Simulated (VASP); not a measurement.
# GaS: band structure with PBE+D3(BJ)

Crystal: GaS.

```
CELL_PARAMETERS angstrom
3.58823 0.00000 0.00000
-1.79411 3.10750 0.00000
0.00000 0.00000 15.42272
ATOMIC_POSITIONS crystal
Ga 0.33333 0.66667 0.17063
Ga 0.66667 0.33333 0.67063
Ga 0.33333 0.66667 0.32937
Ga 0.66667 0.33333 0.82937
S 0.33333 0.66667 0.59996
S 0.66667 0.33333 0.09996
S 0.33333 0.66667 0.90004
S 0.66667 0.33333 0.40004
```

* Program: VASP 6.6.1
* Task: band structure
* Functional: PBE
* Dispersion: D3(BJ)
* Potentials or basis: VASP PAW PBE potentials, release 64 (Ga_d, S)
* Cutoff: 520 eV
* k mesh: 6 × 6 × 2
* Occupations: gaussian, width 0.03 eV
* Spin: spin-orbit coupling, no magnetisation
* Further INCAR settings: ALGO = Normal; EDIFF = 1e-06; NBANDS = 96

The pressure is 0.1 GPa, the largest force is 0.006 eV/Å and the valence electrons inside the program's atomic spheres are Ga 11.66; S 3.73. The dispersion energy per atom is -0.274 eV.

Forces in eV/Å, atoms in the order of the input:
```
Ga   0.000  0.000  0.001
Ga   0.000  0.000  0.001
Ga   0.000  0.000 -0.001
Ga   0.000  0.000 -0.001
S    0.000  0.000  0.006
S    0.000  0.000  0.006
S    0.000  0.000 -0.006
S    0.000  0.000 -0.006
```

Wall time 17 min on 2 MPI ranks on Intel(R) Xeon(R) 6975P-C (Granite Rapids), with other jobs on the host, peak memory 0.86 GiB a rank.
